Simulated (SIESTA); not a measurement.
**TiC in SIESTA: the effect of basis**

TiC:

```xyz
2
Lattice="0.0000 2.1657 2.1657 2.1657 0.0000 2.1657 2.1657 2.1657 0.0000" Properties=species:S:1:pos:R:3 pbc="T T T"
Ti    0.0000    0.0000    0.0000
C     2.1657    2.1657    2.1657
```

The cell is a database's computed one.

Alike in all runs:

```yaml
Program: SIESTA 5.4.2
Task: band structure
Functional: PBEsol
Potentials_or_basis: PseudoDojo 0.4 standard (PBEsol files)
Grid_cutoff: 800 Ry
Energy_shift: 0.003 Ry
k_mesh: 11 × 11 × 11
Occupations: fermi-dirac, width 0.05 eV
Spin: no spin polarisation
```

| basis | pressure (GPa) |
| --- | --- |
| SZ | ? |
| SZP | -4.7 |
| DZ | -4.6 |
| DZP | -5.4 |
| TZP | -5.9 |
| TZDP | -5.4 |

Task: What does the run with basis SZ give?

Result: Pressure -9.7 GPa.

Caveats: the basis of atomic orbitals isn't converged, which shifts pressures, moduli and gaps; the basis has no polarisation orbitals (some runs).

Runs at the PBE level aren't shown here.
